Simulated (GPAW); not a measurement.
# Ti (P6/mmm) in GPAW: a series of runs

One crystal, Ti, is run at these levels: BLYP, vdW-DF, vdW-DF-cx, PBE; tasks: band structure, equation of state.

Everything below comes from runs of GPAW 26.7.0. Logs are shortened: lines on timing, memory, paths and dates and some standing lists are left out, and cuts for length are marked. The log counts tension as positive stress, the text compression.

**1. The crystal as given**

The structure is hexagonal, space group P6/mmm (No. 191). The conventional cell has a = 4.567 Å, b = 4.567 Å, c = 2.826 Å, α = 90.00°, β = 90.00°, γ = 120.00°. Around Ti (site symmetry -6m2) lie 11 Ti at 2.64 to 2.99 Å. Ti (site symmetry 6/mmm) has 14 Ti at 2.83 to 2.99 Å as nearest neighbours.

This isn't the form of Ti at room conditions, which is hcp.

**2. Band structure, BLYP**

File run.py:

```python
from ase import Atoms
from ase.dft.bandgap import bandgap
from ase.io import write
from ase.units import GPa
from gpaw import GPAW, PW, setup_paths

setup_paths.insert(0, '.')

atoms = Atoms(['Ti', 'Ti', 'Ti'],
              cell=[[4.5673748306, 0.0, 0.0],
                    [-2.2836874153, 3.9554626319, 0.0],
                    [0.0, 0.0, 2.82624427]],
              scaled_positions=[[0.6666666667, 0.3333333333, 0.5],
                                [0.3333333333, 0.6666666667, 0.5],
                                [0.0, 0.0, 0.0]],
              pbc=True)

calc = GPAW(mode=PW(600),
            xc='BLYP',
            kpts={'size': (5, 5, 7), 'gamma': True},
            occupations={'name': 'fermi-dirac', 'width': 0.05},
            nbands=34,
            convergence={'density': 1e-05, 'energy': 1e-05},
            eigensolver='davidson',
            maxiter=150,
            txt='gpaw.txt')
atoms.calc = calc
energy = atoms.get_potential_energy()
forces = atoms.get_forces()
stress = atoms.get_stress()
calc.write('gs.gpw')
write('result.traj', atoms)
print(f'Energy: {energy:.6f} eV')
print('Forces (eV/A):')
print(forces.round(4))
print('Stress (GPa):', (stress / GPa).round(3))
print('Fermi level:', round(calc.get_fermi_level(), 4), 'eV')
print(f'Gap: {bandgap(calc)[0]:.4f} eV, direct: {bandgap(calc, direct=True)[0]:.4f} eV')

path = atoms.cell.bandpath('GMKGALHA,LM,KH', npoints=80, eps=1e-4)
bs_calc = calc.fixed_density(kpts=path, symmetry='off', nbands=49,
                             convergence={'bands': 'CBM+6.0', 'eigenstates': 1e-6}, txt='bands.txt')
bs = bs_calc.band_structure()
bs.write('bs.json')
print(f'Gap on the path: {bandgap(bs_calc)[0]:.4f} eV')
```

Potentials or basis: PAW data sets generated in the run's folder for this functional, pw.

Run with:

```sh
$ gpaw-setup -f BLYP Ti
$ OMP_NUM_THREADS=1 python run.py
```

gpaw.txt:

```text
__  _  _
 | _ |_)|_||  |
 |__||  | ||/\| - 26.7.0

Input parameters:
  mode=PW(ecut=600.0),
  convergence={'density': 1e-05, 'energy': 1e-05},
  eigensolver=Davidson(niter=2),
  kpts=MonkhorstPack(size=(5, 5, 7), gamma=True),
  maxiter=150,
  nbands=34,
  occupations=Occupations(name='fermi-dirac', width=0.05),
  xc=XC(name='BLYP')

Diagonalizing LCAO Hamiltonian
Converting LCAO to pw mode

         Ti
             Ti

       Ti

Atoms  # Å, Bohr magnetons
|   | symbol |         x |        y |        z |    initial magnetic moments |
|---|--------|-----------|----------|----------|-----------------------------|
| 0 |     Ti |  2.283687 | 1.318488 | 1.413122 | ( 0.0000,  0.0000,  0.0000) |
| 1 |     Ti | -0.000000 | 2.636975 | 1.413122 | ( 0.0000,  0.0000,  0.0000) |
| 2 |     Ti |  0.000000 | 0.000000 | 0.000000 | ( 0.0000,  0.0000,  0.0000) |

Unit cell  # Å
| periodic |         x |        y |        z |  lengths |     angles |
|----------|-----------|----------|----------|----------|------------|
|      yes |  4.567375 | 0.000000 | 0.000000 | 4.567375 |  90.000000 |
|      yes | -2.283687 | 3.955463 | 0.000000 | 4.567375 |  90.000000 |
|      yes |  0.000000 | 0.000000 | 2.826244 | 2.826244 | 120.000000 |

Number of symmetries: 24
Symmetry operations  # r_c * U_cc + t_c -> r_c
|    | kind |            matrix            |
|----|------|------------------------------|
|  0 |  σ   |  1, 1, 0,  0,-1, 0,  0, 0, 1 |
|  1 |  C2  |  1, 1, 0,  0,-1, 0,  0, 0,-1 |
|  2 |  C6  |  1, 1, 0, -1, 0, 0,  0, 0, 1 |
|  3 |  S6  |  1, 1, 0, -1, 0, 0,  0, 0,-1 |
|  4 |  E   |  1, 0, 0,  0, 1, 0,  0, 0, 1 |
|  5 |  σ   |  1, 0, 0,  0, 1, 0,  0, 0,-1 |
|  6 |  σ   |  1, 0, 0, -1,-1, 0,  0, 0, 1 |
|  7 |  C2  |  1, 0, 0, -1,-1, 0,  0, 0,-1 |
|  8 |  σ   |  0, 1, 0,  1, 0, 0,  0, 0, 1 |
|  9 |  C2  |  0, 1, 0,  1, 0, 0,  0, 0,-1 |
| 10 |  C3  |  0, 1, 0, -1,-1, 0,  0, 0, 1 |
| 11 |  S3  |  0, 1, 0, -1,-1, 0,  0, 0,-1 |
| 12 |  C6  |  0,-1, 0,  1, 1, 0,  0, 0, 1 |
| 13 |  S6  |  0,-1, 0,  1, 1, 0,  0, 0,-1 |
| 14 |  σ   |  0,-1, 0, -1, 0, 0,  0, 0, 1 |
| 15 |  C2  |  0,-1, 0, -1, 0, 0,  0, 0,-1 |
| 16 |  σ   | -1, 0, 0,  1, 1, 0,  0, 0, 1 |
| 17 |  C2  | -1, 0, 0,  1, 1, 0,  0, 0,-1 |
| 18 |  C2  | -1, 0, 0,  0,-1, 0,  0, 0, 1 |
| 19 |  i   | -1, 0, 0,  0,-1, 0,  0, 0,-1 |
| 20 |  C3  | -1,-1, 0,  1, 0, 0,  0, 0, 1 |
| 21 |  S3  | -1,-1, 0,  1, 0, 0,  0, 0,-1 |
| 22 |  σ   | -1,-1, 0,  0, 1, 0,  0, 0, 1 |
| 23 |  C2  | -1,-1, 0,  0, 1, 0,  0, 0,-1 |

BZ-sampling:
  Number of BZ points: 175
  Number of IBZ points: 20

  Monkhorst-Pack size: [5, 5, 7]
  Monkhorst-Pack shift: [0, 0, 0]

K-points  # in reciprocal-cell coordinates
|     |                                coordinates |     weight |
|-----|--------------------------------------------|------------|
|   0 | (  0.00000000,   0.00000000,   0.00000000) | 0.00571429 |
|   1 | (  0.00000000,   0.00000000,   0.14285714) | 0.01142857 |
|   2 | (  0.00000000,   0.00000000,   0.28571429) | 0.01142857 |
|   3 | (  0.00000000,   0.00000000,   0.42857143) | 0.01142857 |
|   4 | (  0.20000000,   0.00000000,   0.00000000) | 0.03428571 |
|   5 | (  0.20000000,   0.00000000,   0.14285714) | 0.06857143 |
|   6 | (  0.20000000,   0.00000000,   0.28571429) | 0.06857143 |
|   7 | (  0.20000000,   0.00000000,   0.42857143) | 0.06857143 |
|   8 | (  0.40000000,  -0.20000000,   0.00000000) | 0.03428571 |
|   9 | (  0.40000000,  -0.20000000,   0.14285714) | 0.06857143 |
| ... |                                            |            |
|  19 | (  0.40000000,   0.40000000,   0.42857143) | 0.06857143 |

Plane wave coefficients: 1728
Cutoff: 600.0 eV

Spin-components: 1 (collinear spins)
Bands:           34
Projectors:      18
Spin-degeneracy: 2
Datatype:        complex128

Parallelization:
  kpt:    1
  domain: 1
  band:   1

Density:
  Valence electrons: 36.0
  Components: 1
  Grid points: [27 27 16]
  Charge: 0.0  # |e|

Potential:
  Grid points: [27 27 16]

species:
  Ti:
    name:    Titanium
    Z:       22.0
    valence: 12
    core:    10
    charge:  0.0  # [|e|]
    compensation charges:
      type: gauss
      rc: 0.38  # [Å]
      lmax: 2
    cutoffs:
      filter: 2.23  # [Å]
      core: 1.02  # [Å]
    projectors
    | kind |    occ | energy [eV] | rcut [Å] |
    |------|--------|-------------|----------|
    |   3s |  2.000 |     -62.322 |    1.270 |
    |   4s |  2.000 |      -4.336 |    1.270 |
    |   3p |  6.000 |     -38.633 |    1.058 |
    |   4p |  0.000 |      -1.339 |    1.058 |
    |   3d |  2.000 |      -4.136 |    1.058 |
    |    d |        |      23.076 |    1.058 |

    Using partial waves for Ti as LCAO basis

Reference energy: -69693.967983  # eV

eigensolver:
  Davidson
  Converge bands: occupied
  niter=2

density mixing:
  MSR1-Mixer
  Pratt-step length: 0.05
  Maximum mixing coefficient: 0.75
  Old densities: 10
  SVD Regularization: 0.005
  Good broyden scale: 1.0
  Trust region scale: 1.0
  Backstep threshold: 4.0
  History deletion threshold: 6.0
  Fourier metric: weight=20.0, sigma=0.015

occupation numbers:
  Fermi-Dirac:
    width: 0.0500  # eV

poisson solver:
  ecut: 4800.0  # eV

xc functional:
  name: BLYP with 2 nearest neighbor stencil

convergence criteria:
- Maximum integral of absolute [dens]ity change: 1e-05 electrons / valence electron
- Maximum [total energy] change in last 3 cyles: 1e-05 eV / valence electron
- Maximum integral of absolute [eigenst]ate change: 4e-08 eV^2 / valence electron
maximum number of iterations: 150

SCF iterations
|iter     | |      energy | eigst |  dens |
|---------|-|-------------|-------|-------|
|iter:   1| |  -17.188466 | -0.09 |       |
|iter:   2| |  -17.078966 | -1.79 | -1.36 |
|iter:   3| |  -17.000545 | -1.44 | -1.38 |
|iter:   4| |  -16.795231 | -1.92 | -1.39 |
|iter:   5| |  -16.764775 | -2.55 | -1.91 |
|iter:   6| |  -16.777934 | -3.22 | -2.12 |
|iter:   7| |  -16.777209 | -4.19 | -2.45 |
|iter:   8| |  -16.777183 | -5.15 | -3.12 |
|iter:   9| |  -16.777193c| -5.98 | -3.79 |
|iter:  10| |  -16.777184c| -6.74 | -4.19 |
|iter:  11| |  -16.777186c| -8.05c| -5.02c|

Converged in 11 steps
Energy contributions relative to reference atoms: (reference = -69693.967983)

Energy contributions:
  Kinetic:          21.624048
  Coulomb:         -19.105707
  Zero:             -0.124702
  External:          0.000000
  Xc:              -19.155948
  Entropy:          -0.029756
  Spinorbit:         0.000000
  ----------------------------
  Free energy:     -16.792063
  Extrapolated:    -16.777186

dipole moment: (-7.268318, -12.589096, -8.995120)  # |e|*Ang

Fermi level: 9.079
Eigenvalues  # (at kpt = [0.000, 0.000, 0.000])
| band index |      eig [eV] | occ [0-2] |
|------------|---------------|-----------|
|          0 |       -47.645 |     2.000 |
|        ... |               |           |
|         11 |       -23.349 |     2.000 |
|         12 |         3.158 |     2.000 |
|         13 |         7.145 |     2.000 |
|         14 |         8.425 |     2.000 |
|         15 |         8.425 |     2.000 |
|         16 |         8.524 |     2.000 |
[... 8 lines left out ...]
|         25 |        10.971 |     0.000 |
|         26 |        12.793 |     0.000 |
|        ... |               |           |
|         33 |        18.639 |     0.000 |

No gap
No difference between direct/indirect transitions

Forces  # eV/Ang
|        x |        y |       z |
|----------|----------|---------|
| -0.00000 | -0.00000 | 0.00000 |  # Ti   0
|  0.00000 |  0.00000 | 0.00000 |  # Ti   1
|  0.00000 |  0.00000 | 0.00000 |  # Ti   2

Stress tensor  # eV/Ang^3
|         x |         y |         z |
|-----------|-----------|-----------|
| -0.015767 | -0.000000 |  0.000000 |
| -0.000000 | -0.015767 |  0.000000 |
|  0.000000 |  0.000000 | -0.020978 |

# Writing to gs.gpw (mode='')
```

Wall time 71 s (1 thread of Arm Neoverse V1, shared host); peak memory 0.32 GiB.

Results:

- Free energy: -16.7921 eV
- Pressure: 2.8 GPa
- Band gap along the path: none (metal or under the smearing width)

Levels at the corners of the path, in eV from the Fermi level:
| point | band 14 | band 15 | band 16 | band 17 | band 18 | band 19 | band 20 | band 21 | band 22 | band 23 |
| --- | --- | --- | --- | --- | --- | --- | --- | --- | --- | --- |
| Γ | -1.93 | -0.65 | -0.65 | -0.56 | -0.56 | -0.02 | 0.66 | 1.25 | 1.25 | 1.77 |
| M | -3.39 | -2.57 | -0.42 | -0.40 | -0.37 | 0.04 | 0.54 | 1.01 | 1.32 | 1.87 |
| K | -3.00 | -3.00 | -0.31 | -0.31 | -0.05 | 0.13 | 0.44 | 0.44 | 1.50 | 1.50 |
| Γ | -1.93 | -0.65 | -0.65 | -0.56 | -0.56 | -0.02 | 0.66 | 1.25 | 1.25 | 1.77 |
| A | -2.06 | -2.06 | -1.63 | -1.63 | -1.57 | 1.08 | 1.08 | 1.24 | 1.24 | 2.89 |
| L | -2.07 | -1.65 | -1.18 | -0.62 | -0.58 | 0.34 | 0.81 | 1.04 | 1.04 | 2.19 |
| H | -1.40 | -1.40 | -1.03 | -1.03 | -0.94 | 0.63 | 0.63 | 0.77 | 0.77 | 2.11 |
| A | -2.06 | -2.06 | -1.63 | -1.63 | -1.57 | 1.08 | 1.08 | 1.24 | 1.24 | 2.89 |
| L | -2.07 | -1.65 | -1.18 | -0.62 | -0.58 | 0.34 | 0.81 | 1.04 | 1.04 | 2.19 |
| M | -3.39 | -2.57 | -0.42 | -0.40 | -0.37 | 0.04 | 0.54 | 1.01 | 1.32 | 1.87 |
| K | -3.00 | -3.00 | -0.31 | -0.31 | -0.05 | 0.13 | 0.44 | 0.44 | 1.50 | 1.50 |
| H | -1.40 | -1.40 | -1.03 | -1.03 | -0.94 | 0.63 | 0.63 | 0.77 | 0.77 | 2.11 |

[end of part 1 of 2]
